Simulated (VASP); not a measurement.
# P in VASP: a series of runs

Runs on P. Level: LDA. Tasks: relaxation of cell and atoms.

All numbers are computed with VASP 6.6.1; they aren't measurements. Logs are shortened: lines on timing, memory, paths and dates and some standing lists are left out, and cuts for length are marked.

**1. The structure**

The cell holds a slab with vacuum, 16 atoms: a = 3.316 Å, b = 4.379 Å, c = 35.857 Å, α = 90.00°, β = 90.00°, γ = 90.00°.

The slab is cut from a database's or a generator's crystal, which needn't be the stable form of the element.

**2. Relaxation of cell and atoms, LDA**

INCAR reads:

```
  ALGO = Normal
  EDIFF = 1E-6
  EDIFFG = -0.01
  ENCUT = 600
  IBRION = 2
  ISIF = 3
  ISMEAR = 0
  LASPH = True
  LATTICE_CONSTRAINTS = .TRUE. .TRUE. .FALSE.
  LCHARG = False
  LREAL = False
  LUSENCCL = False
  LWAVE = False
  NELM = 80
  NSW = 90
  PREC = Accurate
  SIGMA = 0.03
```

KPOINTS reads:

```
k-points
0
Gamma
  10 8 1
```

POSCAR reads:

```
P
1.0
    3.3164000000      0.0000000000      0.0000000000
    0.0000000000      4.3793000000      0.0000000000
    0.0000000000      0.0000000000     35.8567681600
P
16
Direct
    0.0000000000      0.5806800000      0.2509986400
    0.5000000000      0.9193200000      0.2509986400
    0.5000000000      0.0806800000      0.3104230700
    0.0000000000      0.4193200000      0.3104230700
    0.5000000000      0.5806800000      0.3971914000
    0.0000000000      0.9193200000      0.3971914000
    0.0000000000      0.0806800000      0.4566158400
    0.5000000000      0.4193200000      0.4566158400
    0.0000000000      0.5806800000      0.5433841600
    0.5000000000      0.9193200000      0.5433841600
    0.5000000000      0.0806800000      0.6028086000
    0.0000000000      0.4193200000      0.6028086000
    0.5000000000      0.5806800000      0.6895769300
    0.0000000000      0.9193200000      0.6895769300
    0.0000000000      0.0806800000      0.7490013600
    0.5000000000      0.4193200000      0.7490013600
```

Potentials or basis: VASP PAW LDA potentials, release 64 (P).

Started as:

```
$ cat potpaw_LDA.64/P/POTCAR > POTCAR
$ mpirun -np 1 vasp_std > vasp.out
```

OUTCAR:

```text
EDIFF = 1E-6
   EDIFFG = -0.01
   ENCUT = 600
   IBRION = 2
   ISIF = 3
   ISMEAR = 0
   LASPH = True
   LREAL = False
   NELM = 80
   NSW = 90
   PREC = Accurate

 ion  position               nearest neighbor table
   1  0.000  0.581  0.251-   2 2.22   2 2.22   4 2.24
   2  0.500  0.919  0.251-   1 2.22   1 2.22   3 2.24
   3  0.500  0.081  0.310-   4 2.22   4 2.22   2 2.24
   4  0.000  0.419  0.310-   3 2.22   3 2.22   1 2.24
   5  0.500  0.581  0.397-   6 2.22   6 2.22   8 2.24
   6  0.000  0.919  0.397-   5 2.22   5 2.22   7 2.24
[... 8 lines left out ...]
  15  0.000  0.081  0.749-  16 2.22  16 2.22  14 2.24
  16  0.500  0.419  0.749-  15 2.22  15 2.22  13 2.24

  LATTYP: Found a simple orthorhombic cell.
 ALAT       =     3.3164000000
 B/A-ratio  =     1.3204981305
 C/A-ratio  =    10.8119551803

  Lattice vectors:

 A1 = (   3.3164000000,   0.0000000000,   0.0000000000)
 A2 = (   0.0000000000,   4.3793000000,   0.0000000000)
 A3 = (   0.0000000000,   0.0000000000,  35.8567681600)

Analysis of symmetry for initial positions (statically):
=====================================================================
 Subroutine PRICEL returns:
 Original cell was already a primitive cell.

 Routine SETGRP: Setting up the symmetry group for a
 simple orthorhombic supercell.

 Subroutine GETGRP returns: Found  8 space group operations
 (whereof  2 operations were pure point group operations)
 out of a pool of  8 trial point group operations.

The static configuration has the point symmetry C_1h.
 The point group associated with its full space group is D_2h.

Analysis of symmetry for dynamics (positions and initial velocities):
=====================================================================
 Subroutine PRICEL returns:
 Original cell was already a primitive cell.

 Routine SETGRP: Setting up the symmetry group for a
 simple orthorhombic supercell.

 Subroutine GETGRP returns: Found  8 space group operations
 (whereof  2 operations were pure point group operations)
 out of a pool of  8 trial point group operations.

The dynamic configuration has the point symmetry C_1h.
 The point group associated with its full space group is D_2h.

 Subroutine INISYM returns: Found  8 space group operations
 (whereof  2 operations are pure point group operations),
 and found     1 'primitive' translations

----------------------------------------------------------------------------------------

                                     Primitive cell

  volume of cell :     520.7661

  direct lattice vectors                    reciprocal lattice vectors
     3.316400000  0.000000000  0.000000000     0.301531781  0.000000000  0.000000000
     0.000000000  4.379300000  0.000000000     0.000000000  0.228346996  0.000000000
     0.000000000  0.000000000 35.856768160     0.000000000  0.000000000  0.027888738

  length of vectors
     3.316400000  4.379300000 35.856768160     0.301531781  0.228346996  0.027888738

  position of ions in fractional coordinates (direct lattice)
     0.000000000  0.580680000  0.250998640
     0.500000000  0.919320000  0.250998640
     0.500000000  0.080680000  0.310423070
     0.000000000  0.419320000  0.310423070
     0.500000000  0.580680000  0.397191400
     0.000000000  0.919320000  0.397191400
[... 8 lines left out ...]
     0.000000000  0.080680000  0.749001360
     0.500000000  0.419320000  0.749001360

  ion indices of the primitive-cell ions
   primitive index   ion index
                 1           1
                 2           2
                 3           3
                 4           4
                 5           5
                 6           6
[... 8 lines left out ...]
                15          15
                16          16

----------------------------------------------------------------------------------------

 KPOINTS: k-points

Automatic generation of k-mesh.
 Grid dimensions read from file:
 generate k-points for:   10    8    1

 Generating k-lattice:

  Cartesian coordinates                     Fractional coordinates (reciprocal lattice)
     0.030153178  0.000000000  0.000000000     0.100000000  0.000000000  0.000000000
     0.000000000  0.028543375  0.000000000     0.000000000  0.125000000  0.000000000
     0.000000000  0.000000000  0.027888738     0.000000000  0.000000000  1.000000000

  Length of vectors
     0.030153178  0.028543375  0.027888738

  Shift w.r.t. Gamma in fractional coordinates (k-lattice)
     0.000000000  0.000000000  0.000000000

 Subroutine IBZKPT returns following result:
 ===========================================

 Found     30 irreducible k-points:

 Following reciprocal coordinates:
            Coordinates               Weight
  0.000000  0.000000  0.000000      1.000000
  0.100000  0.000000  0.000000      2.000000
  0.200000  0.000000  0.000000      2.000000
  0.300000  0.000000  0.000000      2.000000
  0.400000  0.000000  0.000000      2.000000
  0.500000  0.000000  0.000000      1.000000
[... 35 lines left out ...]
   EMIN   =  10.00;   EMAX   =-10.00  energy-range for DOS
   EFERMI =   0.00;   METHOD = LEGACY
   ISMEAR =     0;   SIGMA  =   0.03  broadening in eV -4-tet -1-fermi 0-gaus
   EFERMI_NEDOS =   21; number of points for ismear=-14 and -15
   IALGO  =     38    algorithm
   IMIX   =      4    mixing-type and parameters
     AMIX     =   0.40;   BMIX     =  1.00
     AMIX_MAG =   1.60;   BMIX_MAG =  1.00
  volume/ion in A,a.u.               =      32.55       219.64
  Fermi-wavevector in a.u.,A,eV,Ry     =   0.876780  1.656874 10.459383  0.768743
  Thomas-Fermi vector in A             =   1.996637
   LORBIT       =      0    0 simple, 1 ext, 2 COOP (PROOUT), +10 PAW based schemes
   GGA     = CA    functional components
   LHFCALC =     F    Hartree Fock is set to
   AEXX    =    0.0000 exact exchange contribution
   IVDW    =     0    specifies the selected vdW correction
   LEPSILON=     F    determine dielectric tensor
   LRPA    =     F    only Hartree local field effects (RPA)
 conjugate gradient relaxation of ions
 non-spin polarized calculation
 Gauss-broadening in eV      SIGMA  =   0.03
  energy-cutoff  :      600.00
  volume of cell :      520.77
 maximum number of plane-waves:     17494
 NGX is ok and might be reduce to    28
   NGX = 13   NGY = 17   NGZ =143

--------------------------------------- Ionic step        1  -------------------------------------------

 number of electron      79.9999996 magnetization

 Free energy of the ion-electron system (eV)
  ---------------------------------------------------
  ext. energy  EPLUGINS =         0.00000000
  ---------------------------------------------------
  free energy    TOTEN  =       -95.95166754 eV

  energy without entropy =      -95.95163194  energy(sigma->0) =      -95.95164974

------------------------ aborting loop because EDIFF is reached ----------------------------------------

  FORCE on cell =-STRESS in cart. coord.  units (eV):
  Direction    XX          YY          ZZ          XY          YZ          ZX
  --------------------------------------------------------------------------------------
  -------------------------------------------------------------------------------------
  Total       -6.6920805     -5.1217039     -3.1043738     -0.0000000      0.0000000      0.0000000
  in kB      -20.5887032    -15.7573181     -9.5508462     -0.0000000      0.0000000      0.0000000
  external PRESSURE =     -15.2989558 kB  Pullay stress =       0.0000000 kB
[... 131 lines left out ...]
  FREE ENERGIE OF THE ION-ELECTRON SYSTEM (eV)
  ---------------------------------------------------
  free  energy   TOTEN  =       -96.0257100194 eV

  energy  without entropy=      -96.0254083054  energy(sigma->0) =      -96.02555916

[... ionic steps 4 to 33 ...]

--------------------------------------- Ionic step       34  -------------------------------------------

 number of electron      79.9999998 magnetization

------------------------ aborting loop because EDIFF is reached ----------------------------------------

  FORCE on cell =-STRESS in cart. coord.  units (eV):
  Direction    XX          YY          ZZ          XY          YZ          ZX
  --------------------------------------------------------------------------------------
  -------------------------------------------------------------------------------------
  Total        0.2626818     -0.1950690     -0.0579610     -0.0000000     -0.0000000      0.0000000
  in kB        0.8493690     -0.6307460     -0.1874141     -0.0000000     -0.0000000      0.0000000
  external PRESSURE =       0.0104030 kB  Pullay stress =       0.0000000 kB
[... 85 lines left out ...]
  energy  without entropy=      -96.1141603774  energy(sigma->0) =      -96.11417069

--------------------------------------- Ionic step       36  -------------------------------------------

 number of electron      79.9999997 magnetization

 Free energy of the ion-electron system (eV)
  ---------------------------------------------------
  ext. energy  EPLUGINS =         0.00000000
  ---------------------------------------------------
  free energy    TOTEN  =       -96.11431618 eV

  energy without entropy =      -96.11429780  energy(sigma->0) =      -96.11430699

 E-fermi :   2.1557     XC(G=0):  -6.2560

 val. band max:        2.1021616609   @ k =   0.0000   0.0000   0.0000
 cond. band min:       2.2141811906   @ k =   0.3000   0.0000   0.0000
 fundamental gap:      0.1120195298
 Fermi energy:         2.1557243410

 k-point     1 :       0.0000    0.0000    0.0000
  band No.  band energies     occupation
      1     -13.9127      2.00000
      2     -13.8023      2.00000
      3     -13.6738      2.00000
      4     -13.6094      2.00000
      5     -11.3851      2.00000
      6     -11.1112      2.00000
[... 1237 lines left out ...]
     48       4.3611      0.00000
     49       5.4575      0.00000

 [... further k-points ...]

------------------------ aborting loop because EDIFF is reached ----------------------------------------

  FORCE on cell =-STRESS in cart. coord.  units (eV):
  Direction    XX          YY          ZZ          XY          YZ          ZX
  --------------------------------------------------------------------------------------
  -------------------------------------------------------------------------------------
  Total       -0.0396814     -0.1436610      0.1676694     -0.0000000     -0.0000000      0.0000000
  in kB       -0.1282770     -0.4644094      0.5420207     -0.0000000     -0.0000000      0.0000000
  external PRESSURE =      -0.0168886 kB  Pullay stress =       0.0000000 kB
[... 31 lines left out ...]
  FREE ENERGIE OF THE ION-ELECTRON SYSTEM (eV)
  ---------------------------------------------------
  free  energy   TOTEN  =       -96.1143161842 eV

  energy  without entropy=      -96.1142977962  energy(sigma->0) =      -96.11430699

 reached required accuracy - stopping structural energy minimisation
```

Wall time 2.1 h (1 × NVIDIA H100 80GB with 1 thread of AMD EPYC 7R13 (Zen 3), shared host); peak memory 1.9 GiB.

What came out:

- Free energy: -96.1143 eV
- Relaxed volume: 30.98 Å³/atom
- Relaxed cell: a = 3.293 Å, b = 4.198 Å, c = 35.857 Å, α = 90.00°, β = 90.00°, γ = 90.00°
- Space group after relaxing (to 0.05 Å): Pbcm (No. 57)
- Energy gained by relaxing: 10.2 meV/atom
- Ionic steps: 36
- Largest force after relaxing: 0.008 eV/Å
- Band gap on the k mesh: 0.11 eV, indirect (least direct gap 0.28 eV)

Forces on the atoms (eV/Å):
```
P    0.000 -0.001 -0.006
P    0.000  0.001 -0.006
P    0.000 -0.008  0.000
P    0.000  0.008  0.000
P    0.000 -0.004 -0.001
P    0.000  0.004 -0.001
P    0.000 -0.004  0.004
P    0.000  0.004  0.004
P    0.000 -0.004 -0.004
P    0.000  0.004 -0.004
P    0.000 -0.004  0.001
P    0.000  0.004  0.001
P    0.000 -0.008  0.000
P    0.000  0.008  0.000
P    0.000 -0.001  0.006
P    0.000  0.001  0.006
```

The path:
| step | energy change (eV) | largest force (eV/Å) | pressure (GPa) | volume (Å³) |
| --- | --- | --- | --- | --- |
| 1 | 0.0000 | 0.1970 | -1.53 | 520.77 |
| 2 | -0.0506 | 0.3363 | 0.56 | 502.38 |
| 3 | -0.0740 | 0.1833 | -0.25 | 508.83 |
| 4 | -0.0896 | 0.0889 | -0.22 | 506.30 |
| 5 | -0.0932 | 0.1123 | -0.19 | 504.26 |
| 6 | -0.1060 | 0.0785 | -0.20 | 501.66 |
| 7 | -0.1181 | 0.0973 | -0.22 | 495.62 |
| 8 | -0.1233 | 0.0674 | -0.50 | 496.53 |
| 9 | -0.1236 | 0.0625 | -0.45 | 496.36 |
| 10 | -0.1255 | 0.0463 | -0.17 | 494.41 |
| 11 | -0.1258 | 0.0433 | -0.25 | 494.95 |
| 12 | -0.1268 | 0.0430 | -0.23 | 494.79 |
| 13 | -0.1279 | 0.0766 | -0.16 | 494.33 |
| 14 | -0.1282 | 0.0759 | -0.16 | 494.30 |
| 15 | -0.1293 | 0.0741 | -0.15 | 494.22 |
| 16 | -0.1312 | 0.0705 | -0.13 | 494.07 |
| 17 | -0.1348 | 0.0632 | -0.10 | 493.76 |
| 18 | -0.1406 | 0.0488 | -0.02 | 493.15 |
| 19 | -0.1463 | 0.0272 | 0.14 | 491.92 |
| 20 | -0.1491 | 0.0374 | 0.04 | 492.74 |
| 21 | -0.1517 | 0.0687 | -0.17 | 494.58 |
| 22 | -0.1525 | 0.0583 | -0.15 | 494.61 |
| 23 | -0.1530 | 0.0511 | -0.09 | 494.68 |
| 24 | -0.1535 | 0.0404 | -0.08 | 494.70 |
| 25 | -0.1545 | 0.0569 | -0.03 | 494.79 |
| 26 | -0.1537 | 0.1161 | 0.08 | 494.95 |
| 27 | -0.1546 | 0.0724 | 0.00 | 494.83 |
| 28 | -0.1552 | 0.0701 | 0.00 | 494.85 |
| 29 | -0.1568 | 0.0638 | 0.00 | 494.88 |
| 30 | -0.1592 | 0.0506 | 0.00 | 494.96 |
| 31 | -0.1604 | 0.0906 | 0.00 | 495.10 |
| 32 | -0.1612 | 0.0674 | 0.00 | 495.15 |
| 33 | -0.1619 | 0.0270 | 0.02 | 495.28 |
| 34 | -0.1623 | 0.0191 | 0.00 | 495.50 |
| 35 | -0.1625 | 0.0086 | -0.03 | 495.88 |
| 36 | -0.1626 | 0.0083 | 0.00 | 495.62 |

Final structure:
```
P
1.0
     3.29283    0.00000    0.00000
     0.00000    4.19766    0.00000
     0.00000    0.00000   35.85677
P
16
Direct
  0.00000 0.57547 0.25795
  0.50000 0.92453 0.25795
  0.50000 0.07419 0.31769
  0.00000 0.42581 0.31769
  0.50000 0.57438 0.39904
  0.00000 0.92562 0.39904
  0.00000 0.07424 0.45911
  0.50000 0.42576 0.45911
  0.00000 0.57424 0.54089
  0.50000 0.92576 0.54089
  0.50000 0.07438 0.60096
  0.00000 0.42562 0.60096
  0.50000 0.57419 0.68231
  0.00000 0.92581 0.68231
  0.00000 0.07547 0.74205
  0.50000 0.42453 0.74205
```

LDA usually gives volumes a few per cent too small. Zero-point motion and thermal expansion aren't in these numbers.

**3. Relaxation of cell and atoms, LDA**

This run uses another cell than the first one, of 30.98 Å³/atom, 0.952 times its volume.

Edit INCAR of step 2 so:

```diff
@@ -1,4 +1,4 @@
   ALGO = Normal
-  EDIFF = 1E-6
-  EDIFFG = -0.01
+  EDIFF = 1E-7
+  EDIFFG = -0.005
   ENCUT = 600
```

KPOINTS is that of step 2.

POSCAR reads:

```
P                                       
1.0
    3.2928345965     -0.0000000000      0.0000000000
   -0.0000000000      4.1976626074      0.0000000000
    0.0000000000      0.0000000000     35.8567681600
  P             
    16
Direct
     0.0000000000000000    0.5754690853536906    0.2579499912300659
     0.5000000000000000    0.9245309146463094    0.2579499912300659
     0.5000000000000000    0.0741920082740083    0.3176926071458780
     0.0000000000000000    0.4258079917259917    0.3176926071458780
     0.5000000000000000    0.5743836054163761    0.3990359308926247
     0.0000000000000000    0.9256163945836239    0.3990359308926247
     0.0000000000000000    0.0742431155210238    0.4591117243421284
     0.5000000000000000    0.4257568844789761    0.4591117243421284
     0.0000000000000000    0.5742431155210237    0.5408882756578715
     0.5000000000000000    0.9257568844789763    0.5408882756578715
     0.5000000000000000    0.0743836054163763    0.6009640691073747
     0.0000000000000000    0.4256163945836237    0.6009640691073747
     0.5000000000000000    0.5741920082740081    0.6823073928541219
     0.0000000000000000    0.9258079917259919    0.6823073928541219
     0.0000000000000000    0.0754690853536907    0.7420500087699340
     0.5000000000000000    0.4245309146463092    0.7420500087699340
```

Potentials or basis: VASP PAW LDA potentials, release 64 (P).

Started as:

```
$ cat potpaw_LDA.64/P/POTCAR > POTCAR
$ mpirun -np 1 vasp_std > vasp.out
```

Wall time 28 min (1 × NVIDIA H100 80GB with 1 thread of AMD EPYC 7R13 (Zen 3), shared host); peak memory 1.9 GiB.

The run converged. Its results:

```
Free energy                            : -96.1136 eV
Relaxed volume                         : 30.90 Å³/atom
Relaxed cell                           : a = 3.295 Å, b = 4.185 Å, c = 35.857 Å, α = 90.00°, β = 90.00°, γ = 90.00°
Space group after relaxing (to 0.05 Å) : Pbcm (No. 57)
Energy gained by relaxing              : 0.0 meV/atom
Ionic steps                            : 8
Largest force after relaxing           : 0.004 eV/Å
Band gap on the k mesh                 : 0.11 eV, indirect (least direct gap 0.30 eV)
```

Forces in eV/Å, atoms in the order of the input:
```
P    0.000  0.004  0.000
P    0.000 -0.004  0.000
P    0.000  0.000 -0.004
P    0.000  0.000 -0.004
P    0.000  0.001  0.002
P    0.000 -0.001  0.002
P    0.000  0.002 -0.001
P    0.000 -0.002 -0.001
P    0.000  0.002  0.001
P    0.000 -0.002  0.001
P    0.000  0.001 -0.002
P    0.000 -0.001 -0.002
P    0.000  0.000  0.004
P    0.000  0.000  0.004
P    0.000  0.004  0.000
P    0.000 -0.004  0.000
```

The path:
| step | energy change (eV) | largest force (eV/Å) | pressure (GPa) | volume (Å³) |
| --- | --- | --- | --- | --- |
| 1 | 0.0000 | 0.0084 | 0.00 | 495.62 |
| 2 | -0.0001 | 0.0093 | 0.01 | 495.33 |
| 3 | -0.0001 | 0.0173 | 0.04 | 494.92 |
| 4 | -0.0001 | 0.0161 | 0.04 | 494.87 |
| 5 | -0.0002 | 0.0122 | 0.03 | 494.71 |
| 6 | -0.0003 | 0.0169 | 0.02 | 494.39 |
| 7 | -0.0003 | 0.0104 | 0.01 | 494.41 |
| 8 | -0.0003 | 0.0042 | 0.00 | 494.44 |

Final structure:
```cif
data_structure
_symmetry_space_group_name_H-M 'P 1'
_symmetry_Int_Tables_number 1
_cell_length_a 3.2950
_cell_length_b 4.1849
_cell_length_c 35.8568
_cell_angle_alpha 90.000
_cell_angle_beta 90.000
_cell_angle_gamma 90.000
_cell_volume 494.44
loop_
_atom_site_label
_atom_site_type_symbol
_atom_site_fract_x
_atom_site_fract_y
_atom_site_fract_z
_atom_site_occupancy
P1 P 0.00000 0.57493 0.25789 1
P2 P 0.50000 0.92507 0.25789 1
P3 P 0.50000 0.07363 0.31769 1
P4 P 0.00000 0.42637 0.31769 1
P5 P 0.50000 0.57386 0.39903 1
P6 P 0.00000 0.92614 0.39903 1
P7 P 0.00000 0.07372 0.45916 1
P8 P 0.50000 0.42628 0.45916 1
P9 P 0.00000 0.57372 0.54084 1
P10 P 0.50000 0.92628 0.54084 1
P11 P 0.50000 0.07386 0.60097 1
P12 P 0.00000 0.42614 0.60097 1
P13 P 0.50000 0.57363 0.68231 1
P14 P 0.00000 0.92637 0.68231 1
P15 P 0.00000 0.07493 0.74211 1
P16 P 0.50000 0.42507 0.74211 1
```

Levels at points of the mesh, in eV from the valence-band top:
| k point | band 38 | band 39 | band 40 | band 41 | band 42 | band 43 |
| --- | --- | --- | --- | --- | --- | --- |
| (0.00, 0.00, 0.00) | -0.63 | -0.17 | 0.00 | 0.46 | 0.48 | 0.59 |
| (0.50, 0.00, 0.00) | -2.40 | -2.18 | -2.18 | 0.57 | 0.57 | 0.80 |
| (0.00, 0.50, 0.00) | -0.92 | -0.89 | -0.89 | 1.44 | 1.44 | 1.54 |
| (0.50, 0.50, 0.00) | -2.01 | -2.01 | -2.01 | 1.75 | 1.75 | 1.75 |
